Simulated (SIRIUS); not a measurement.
## MoS2 under changes of volume

One of the cells (50.735 Å³/atom); the others are scaled copies at fixed shape and fractional positions:

```
Mo S
1.0
     3.18413    0.00000    0.00000
    -1.59206    2.75753    0.00000
     0.00000    0.00000   17.33460
Mo S
1 2
Direct
  0.00000 0.00000 0.00000
  0.33333 0.66667 0.91051
  0.33333 0.66667 0.08949
```

```yaml
Program: SIRIUS 7.12.0
Functional: PBEsol
Potentials_or_basis: all-electron FP-LAPW
Cutoff: 200 eV
Basis: apw+lo standard
k_mesh: 10 × 10 × 2
Occupations: fermi-dirac, width 0.05 eV
Spin: no spin polarisation
```

| volume (Å³/atom) | energy over the lowest point (meV/atom) | gap on the mesh (eV) |
| --- | --- | --- |
| 47.690 | 13.84 | 1.90 |
| 48.705 | 3.00 | 1.84 |
| 49.720 | 0.00 | 1.79 |
| 50.735 | 4.09 | 1.73 |
| 51.749 | 14.37 | 1.68 |
| 52.764 | 30.43 | 1.63 |
| 53.779 | ? | ? |

Problem. What does the run at 53.779 Å³/atom give?

Solution. Energy over the lowest point 51.43 meV/atom; gap on the mesh 1.58 eV.

Worked out: A Birch-Murnaghan fit of order 3 (a polynomial in V^(-2/3)) to the other rows has its minimum at 49.63 Å³/atom with B0 = V·E''(V) = 55 GPa and B' = 4.3 at fixed shape and positions, which overstates the stiffness. It gives 51.53 meV/atom at 53.779 Å³/atom, against the run's 51.43. A straight line through the other rows of the gap, of slope -2.67 eV per unit of ln V, extrapolates to 1.58 eV, against the run's 1.58.

Energies are extrapolated to zero smearing.

A mesh can miss the band edges. Spin-orbit coupling on Mo is left out.
